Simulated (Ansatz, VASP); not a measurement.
## One calculation of N, two programs

File INCAR:

```
PREC = Accurate ; ENCUT = 520
EDIFF = 1E-8 ; ISMEAR = -1
SIGMA = 0.1 ; LREAL = F
LASPH = T ; NELM = 150
ALGO = Normal ; ISIF = 2
LWAVE = F ; LCHARG = F
ISPIN = 2 ; MAGMOM = 0.5 -0.5
LORBIT = 11 ; GGA = RP
IVDW = 13 ; LEFG = T
NBANDS = 16
```

Contents of KPOINTS:

```
Automatic mesh
0
Gamma
  12 12 11
```

File POSCAR:

```
N
1.0
    2.5121080000     -0.0029530000     -0.0418190000
   -1.2586110000      2.1788460000      0.0370190000
   -0.0405990000      0.0180590000      2.4591230000
N
2
Direct
    0.3333333333      0.6666666667      0.7500000000
    0.6666666667      0.3333333333      0.2500000000
```

File input.yaml:

```yaml
crystal:
  lattice:
    - [2.512108, -0.002953, -0.041819]
    - [-1.258611, 2.178846, 0.037019]
    - [-0.040599, 0.018059, 2.459123]
  atoms:
    - { symbol: "N", position: [0.3333333333, 0.6666666667, 0.75], spin: 0.5 }
    - { symbol: "N", position: [0.6666666667, 0.3333333333, 0.25], spin: -0.5 }
kpoints:
  mp_grid: { grid: [12, 12, 11] }
scf:
  occupations: { method: fermi_dirac, width: 0.1 }
hamiltonian:
  xc: rpbe
  dispersion: d4
  pseudopotentials: { kind: all_electron, datasets: crystal }
magnetization:
  spin_polarized: true
output:
  forces: true
  stress: true
  eigenvalues: true
  efg: {}
```

Change from the starting cell: cell strained at random at fixed volume.

Alike in both runs: task electric field gradients; functional RPBE; dispersion D4; k mesh 12 × 12 × 11; occupations fermi-dirac, width 0.1 eV; collinear spin.

|  | VASP | Ansatz |
| --- | --- | --- |
| version | VASP 6.6.1 | Ansatz 0.2.0 |
| potentials or method | VASP PAW PBE potentials, release 64 (N) | all-electron PAW datasets made for the crystal |
| plane-wave cutoff (eV) | 520 | see its input |

Ansatz gave:

| Quantity | Value |
| --- | --- |
| gap on the k mesh at the Fermi level (eV) | none |
| pressure (GPa) | 5.7 |
| largest component of the traceless stress (GPa) | 11.82 |
| rms of the force components (eV/Å) | 0.022 |
| net moment per atom (μB) | 0.00 |
| dispersion energy (meV/atom) | -423.3 |
| Vzz of the field gradient on the site that differs most (V/Å²) | 25.3 |

Question: Estimate VASP's values.

Answer: gap on the k mesh at the Fermi level (eV): none; pressure (GPa): 5.8; largest component of the traceless stress (GPa): 11.71; rms of the force components (eV/Å): 0.022; net moment per atom (μB): 0.00; dispersion energy (meV/atom): -423.3; Vzz of the field gradient on the site that differs most (V/Å²): 26.6.

Atom by atom the forces differ by 0.000 eV/Å (rms over components). A gap of «none» marks a metal or a gap that the smearing closes. Ansatz ran all-electron here, so the differences hold the error of VASP's frozen core and of both bases.

Caveats: pairwise dispersion overbinds metals, which lowers pressure and volume; the PAW data sets were made with another functional, which shifts forces and pressure a little (VASP); the starting moments weren't kept (Ansatz).
